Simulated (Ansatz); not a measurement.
This B structure is the end of a relaxation. The cell was found from a structure generator's guess, not taken from experiment.

Computed with DFT PBE, scalar-relativistic, plane waves, PAW in Ansatz 0.2.0. Cutoff 420 eV, Γ-centred mesh, Gaussian smearing, no spin polarisation.

```
B
1.0
     3.12913    0.00000    0.00000
    -0.22877    3.15872    0.00000
    -0.13395   -0.36160    7.87441
B
12
Direct
  0.62764 0.13262 0.81112
  0.88663 0.86422 0.29238
  0.13155 0.95385 0.71362
  0.37717 0.06364 0.19407
  0.84987 0.66445 0.87156
  0.12633 0.36466 0.36096
  0.88735 0.42934 0.64651
  0.10407 0.55225 0.13152
  0.36646 0.83408 0.96166
  0.42426 0.63294 0.53387
  0.60403 0.37002 0.03191
  0.61465 0.13794 0.45082
```

Energies count from the standard state of B at the same level.

Question: What space group does it have?

Answer: P1 (No. 1). Conventional cell: a = 3.129 Å, b = 3.167 Å, c = 7.884 Å, α = 92.6°, β = 91.0°, γ = 94.1°. B on its first site is surrounded by 7 B at 1.73–1.88 Å; B on its second site is surrounded by 6 B at 1.75–1.92 Å; around B on its third site lie 6 B at 1.76–1.98 Å and 1 B at 2.14 Å; around B on its fourth site lie 7 B at 1.77–1.94 Å and 1 B at 2.14 Å; 8 more sites not described.

Question: How far does it lie from the standard state of B?

Answer: +0.38 eV/atom. It lies above the standard state, so it could only be metastable.

Question: Is it a metal?

Answer: Yes, bands cross the Fermi level on the 12×12×6 mesh.

The last run used a 12×12×6 mesh (in the run's order of axes) for its 12-atom cell and Gaussian smearing of 0.10 eV. This cell was reached by moving the atoms of another relaxed cell at random and relaxing again, last within the group found; it had no such test of its own.
